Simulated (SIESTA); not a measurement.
# PtSe2 (Sudovikovite) in SIESTA: the effect of functional

Crystal: PtSe2 (Sudovikovite).

```
Pt Se
1.0
     3.72400    0.00000    0.00000
    -1.86200    3.22508    0.00000
     0.00000    0.00000    5.06200
Pt Se
1 2
Direct
  0.00000 0.00000 0.00000
  0.66667 0.33333 0.75000
  0.33333 0.66667 0.25000
```

Alike in all runs:

| Property | Result |
| --- | --- |
| Program | SIESTA 5.4.2 |
| Task | band structure |
| Basis | DZP (energy shift 0.003 Ry; two zetas on semicore shells) |
| Grid cutoff | 800 Ry |
| Energy shift | 0.003 Ry |
| k mesh | 8 × 8 × 5 |
| Occupations | fermi-dirac, width 0.05 eV |
| Spin | no spin polarisation |

```tsv
functional	potentials or basis	pressure (GPa)	largest force (eV/Å)
AM05	PseudoDojo 0.4 standard (PBEsol files)	6.3	0.77
BLYP	PseudoDojo 0.4 standard (PBE files)	?	?
vdW-DF-cx	PseudoDojo 0.4 standard (PBE files)	8.2	1.13
```

Problem. What does the run with functional BLYP give?

Solution. Pressure 18.6 GPa; largest force 1.53 eV/Å.

Caveats: short orbitals over semicore shells can move pressures by several GPa; the potentials were made for another functional, which shifts forces and pressure; the basis of atomic orbitals isn't converged, which shifts pressures, moduli and gaps.
